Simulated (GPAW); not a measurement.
Fe:

```
Fe
1.0
     2.43416    0.00000    0.00000
    -1.21708    2.10804    0.00000
     0.00000    0.00000    3.84193
Fe
2
Direct
  0.66667 0.33333 0.75000
  0.33333 0.66667 0.25000
```

This isn't the form of Fe at room conditions, which is bcc.

- Program: GPAW 26.7.0
- Task: relaxation of cell and atoms
- Functional: r2SCAN
- Dispersion: D3(BJ)
- Potentials or basis: GPAW PAW data sets (gpaw-data 1.2.1)
- Cutoff: 600 eV
- Basis: pw
- k mesh: 9 × 9 × 5
- Occupations: fermi-dirac, width 0.05 eV
- Spin: collinear spin, ferromagnetic start
- Starting moments: [3.0, 3.0] μB

At the start: pressure 54.0 GPa; volume 9.86 Å³/atom.

Task: Where does the relaxation end?

Result: Over 7 steps the energy falls by 371.0 meV/atom and the volume is 12.29 Å³/atom (+24.7 %); space group P6_3/mmc (No. 194, to 0.05 Å); moment 5.70 μB per cell.

The path:
```
step  energy change (eV)  largest force (eV/Å)  pressure (GPa)  volume (Å³)
   1              0.0000                0.0001           54.04        19.71
   2             -0.3988                0.0001           29.11        21.17
   3             -0.7023                0.0001            6.34        23.56
   4             -0.7364                0.0002            1.44        24.49
   5             -0.7399                0.0002           -0.91        24.88
   6             -0.7402                0.0002           -0.71        24.83
   7             -0.7420                0.0005           -0.02        24.59
```

Final structure:
```
CELL_PARAMETERS angstrom
2.55155 0.00000 0.00000
-1.27578 2.20971 0.00000
0.00000 0.00000 4.36069
ATOMIC_POSITIONS crystal
Fe 0.66667 0.33333 0.75001
Fe 0.33333 0.66667 0.24999
```

Caveat: each step starts from the last one's moments, so a moment once lost doesn't come back; later steps reuse the first step's grids; the volume moved by over 15 % at a fixed basis, so the end points are rough; the PAW data sets were made with another functional, which shifts forces and pressure a little; pairwise dispersion overbinds metals, which lowers pressure and volume.
